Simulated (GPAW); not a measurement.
Runs of GPAW 26.7.0 on C. The structure is cubic, space group Fd-3m (No. 227). The conventional cell has a = 3.567 Å, b = 3.567 Å, c = 3.567 Å, α = 90.00°, β = 90.00°, γ = 90.00°. C (site symmetry -43m) is surrounded by 4 C at 1.54 Å. This isn't the form of C at room conditions, which is graphite.

```csv
task,level,potentials or basis,cell,smearing,optimizer,fmax,max steps,convergence,eigensolver,gap on the mesh (eV),pressure (GPa),relaxed volume (Å³/atom)
relaxation of cell and atoms,revPBE+D4,"the program's PAW data sets (release 1.2.1) made for this functional, pw",relaxed,fermi-dirac 0.05 eV,LBFGS,0.05 eV/Å,40,density=1e-05 forces=0.0001,-,(a),0.1,5.58
single point,PBE,"GPAW PAW data sets (gpaw-data 1.2.1), pw",as given,gaussian 0.03 eV,-,-,-,-,-,4.14,1.4,-
single point,PBE,"GPAW PAW data sets (gpaw-data 1.2.1), pw",as given,gaussian 0.011 eV,-,-,-,-,-,4.14,1.4,-
relaxation of cell and atoms,BLYP+D3(BJ),"PAW data sets generated in the run's folder for this functional, pw",relaxed,fermi-dirac 0.05 eV,BFGS,0.01 eV/Å,40,density=1e-05 forces=0.0001,davidson,4.46,0.2,5.67
```

Alike in all rows: no spin polarisation; k mesh 13 × 13 × 13; cutoff (eV) 800.

Task: Estimate the missing entries.

Result: (a) 4.17.

Caveats: an odd mesh through Γ misses points on the zone boundary, where band edges often lie; later steps reuse the first step's grids (some runs).
